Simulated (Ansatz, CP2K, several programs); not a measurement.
Energy against volume for AlN built on the rocksalt prototype, at fixed shape and fractional coordinates, computed by several methods (PBE and r2SCAN, where shown, with plane waves in Ansatz); the cell shown is that of r2SCAN. The symmetry is Fm-3m (No. 225, cubic); conventional cell a = 4.038 Å, 8.23 Å³ an atom. Around Al lie 6 N at 2.02 Å; around N lie 6 Al at 2.02 Å. These are computed values for a spin-unpolarised cell that may be hypothetical; none is a measurement. Energies count from each curve's lowest point; fits are third-order Birch-Murnaghan.

```cif
data_structure
_symmetry_space_group_name_H-M 'Fm-3m'
_symmetry_Int_Tables_number 225
_cell_length_a 4.0377
_cell_length_b 4.0377
_cell_length_c 4.0377
_cell_angle_alpha 90.000
_cell_angle_beta 90.000
_cell_angle_gamma 90.000
_cell_volume 65.83
loop_
_atom_site_label
_atom_site_type_symbol
_atom_site_symmetry_multiplicity
_atom_site_Wyckoff_symbol
_atom_site_fract_x
_atom_site_fract_y
_atom_site_fract_z
_atom_site_occupancy
Al1 Al 4 a 0.00000 0.00000 0.00000 1
N1 N 4 b 0.50000 0.00000 0.00000 1
```

light PBE (260 eV and a coarse mesh), on the shape of the cell shown:
```csv
V (Å³/atom),E (meV/atom)
7.570,61.87
7.899,23.74
8.229,35.75
8.558,0.00
8.887,22.25
9.216,70.59
```
The points scatter about the fit by more than 0.3 meV an atom, since at so low a cutoff the number of plane waves jumps with the volume, so no fit is quoted.

PBE, on the shape of its own relaxed cell:
```
V (Å³/atom)  E (meV/atom)
      7.925         26.45
      8.178          6.30
      8.431          0.00
      8.683          5.67
      8.936         21.67
```
V₀ = 8.43 Å³ an atom and B₀ = 252 GPa.

PBE/SZV (CP2K), on the shape of the cell shown:

| V (Å³/atom) | E (meV/atom) |
| --- | --- |
| 7.241 | 329.87 |
| 7.735 | 152.80 |
| 8.229 | 50.53 |
| 8.722 | 4.25 |
| 9.216 | 0.00 |

V₀ = 9.02 Å³ an atom and B₀ = 209 GPa. The lowest point lies at an end of the range, so the fit is barely bracketed.

Question: PBE/DZVP (CP2K), on the shape of the cell shown, gives

| V (Å³/atom) | E (meV/atom) |
| --- | --- |
| 7.241 | 153.26 |
| 7.735 | 43.29 |
| 8.229 | 0.00 |
| 8.722 | 6.48 |
| 9.216 | 50.13 |

What equilibrium volume and bulk modulus follow?

Answer: V₀ = 8.40 Å³ an atom and B₀ = 247 GPa.

Question: r2SCAN, on the shape of its own relaxed cell, gives
```csv
V (Å³/atom),E (meV/atom)
7.735,28.23
7.982,6.70
8.229,0.00
8.475,6.08
8.722,23.19
```
What equilibrium volume and bulk modulus follow?

Answer: V₀ = 8.23 Å³ an atom and B₀ = 276 GPa.
